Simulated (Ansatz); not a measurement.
**TiAl under strains and displacements**

The calculation used Ansatz 0.2.0, DFT PBEsol, scalar-relativistic, plane waves, PAW.

Settings: cutoff 420 eV, Γ-centred mesh 18×18×10 on the computed 2-atom cell, Gaussian smearing of 0.10 eV; no spin polarisation.

Reference cell:

```
CELL_PARAMETERS angstrom
2.86726 0.00000 0.00000
-1.43363 2.48312 0.00000
0.00000 0.00000 4.67808
ATOMIC_POSITIONS crystal
Ti 0.00000 0.00000 0.00000
Al 0.33333 0.66667 0.50000
```

Each variant moves atoms of this cell by the vectors given, if any (Å), and then applies a symmetric strain (tensor components, Cartesian axes). The reference cell isn't relaxed at this level. Energies are per atom at zero smearing, counted from the lowest variant. Pressure is positive in compression.

1. strain (xx yy zz yz xz xy, %) 0.32 0.32 -1.19 0.00 0.00 0.00
2. strain (xx yy zz yz xz xy, %) 1.10 1.10 -1.90 0.00 0.00 0.00
3. strain (xx yy zz yz xz xy, %) -0.30 -0.30 -9.30 0.00 0.00 0.00
4. strain (xx yy zz yz xz xy, %) 2.71 2.71 5.71 0.00 0.00 0.00

```csv
result,ΔE (meV/atom),P (GPa)
A,102.6,-11.83
B,0.0,-2.11
C,4.1,-2.77
D,83.2,12.33
```

Problem. Which variant gave which result?

Solution. A is 4, B is 1, C is 2, D is 3. The pressure falls as the cell grows: from the smallest volume to the largest the variants are 3, 1, 2, 4.